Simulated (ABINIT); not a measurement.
Pd:

```
CELL_PARAMETERS angstrom
0.00000 1.94650 1.94650
1.94650 0.00000 1.94650
1.94650 1.94650 0.00000
ATOMIC_POSITIONS crystal
Pd 0.00000 0.00000 0.00000
```

Base run:

```yaml
Program: ABINIT 10.8.3 (patched build)
Functional: revPBE
Potentials_or_basis: PseudoDojo NC SR PBE v0.4.1 standard
Cutoff: 1116 eV
k_mesh: 12 × 12 × 12
Occupations: fermi-dirac, width 0.05 eV
Spin: no spin polarisation
```

Its results: band gap on the k mesh none (metal or under the smearing width); pressure 10.2 GPa.

Q: The run is repeated on the same cell with these changes: functional from revPBE to LDA-PZ; potentials or basis from PseudoDojo NC SR PBE v0.4.1 standard to PseudoDojo NC SR LDA v0.4.1 standard. What comes out?

A: Band gap on the k mesh none (metal or under the smearing width); pressure -8.7 GPa.

Caveats: the potentials were made for another functional, which shifts forces and pressure (some runs).
